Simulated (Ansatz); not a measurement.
Crystal: P.

```
CELL_PARAMETERS angstrom
-1.69151 2.51517 1.85894
1.69151 -2.51517 1.85894
1.69151 2.51517 -1.85894
ATOMIC_POSITIONS crystal
P 0.69669 0.94669 0.75000
P 0.30331 0.05331 0.25000
```

This isn't the form of P at room conditions, which is orthorhombic.

- Program: Ansatz 0.2.0
- Task: relaxation of cell and atoms
- Functional: PBE
- Potentials or basis: Ansatz PAW
- Cutoff: 420 eV (not typed: the program's choice for these potentials)
- k mesh: 11 × 11 × 11
- Occupations: fermi-dirac, width 0.05 eV
- Spin: no spin polarisation

At the start: volume 15.82 Å³/atom.

Where does the relaxation end?

It ends after 6 steps and the volume is 16.00 Å³/atom (+1.2 %); space group Imma (No. 74, to 0.05 Å).

The path:
```
step  energy change (eV)  largest force (eV/Å)  volume (Å³)
   1              0.0000                0.3797        31.63
   2             -0.0079                0.1737        32.01
   3             -0.0102                0.0364        32.18
   4             -0.0104                0.0083        32.07
   5             -0.0105                0.0030        32.01
   6             -0.0106                0.0031        32.01
```

Final structure:
```
P
1.0
    -1.71154    2.52333    1.85282
     1.71154   -2.52333    1.85282
     1.71154    2.52333   -1.85282
P
2
Cartesian
  1.7115 1.2617 1.6737
  0.0000 1.2617 0.1791
```

Caveat: the plane-wave basis is chosen anew once the cell has moved, so the energies of steps on either side of that aren't comparable.
